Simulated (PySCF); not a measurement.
Compound: C3H8S.
Bonds: C1–C2, C2–C3, C3–S4. Hydrogens: H5, H6, H7 on C1; H8, H9 on C2; H10, H11 on C3; H12 on S4.

Computed with PySCF at wB97X-D/pcSseg-2, non-relativistic, on one gas-phase PBE0-D3(BJ)/def2-TZVP geometry that isn't relaxed in the solvent. The solvent is an IEF-PCM continuum (cavity from Bondi-type radii × 1.2). Specific hydrogen bonds and non-electrostatic terms are outside this model.

Gas phase at wB97X-D/pcSseg-2: HOMO -8.66 eV, LUMO 1.94 eV, dipole 1.81 D.

Problem. What does the continuum do to the energy, the frontier levels and the dipole at wB97X-D/pcSseg-2 in chloroform?

Solution. 
```tsv
solvent	ε	E(solvent) − E(gas) (kcal/mol)	polarisation term (kcal/mol)	distortion of the solute (kcal/mol)	HOMO (eV)	LUMO (eV)	dipole (D)
chloroform	4.711	-2.29	-2.57	0.28	-8.73	2.11	2.22
```

The first energy column is the sum of the next two and covers electrostatics alone.

Problem. Which radius a makes the point-dipole formula ΔE = −[(ε − 1)/(2ε + 1)]·μ²/a³ give the value in chloroform, with the gas-phase dipole?

Solution. μ = 0.712 au and |ΔE| = 0.00365 Eh give a = 1.94 Å; the farthest nucleus lies 2.85 Å from the centroid of the nuclei, so such a sphere wouldn't even hold the nuclei. The formula assumes a rigid point dipole at the centre of a sphere.

Shape of the structure used: `[CH3:1][CH2:2][CH2:3][SH:4]`: C1–C2–C3–S4 -177°, H–S4–C3–C2 -62°.

wB97X-D is run here without its empirical dispersion term; that term would change no orbital, density or response property at a fixed geometry.
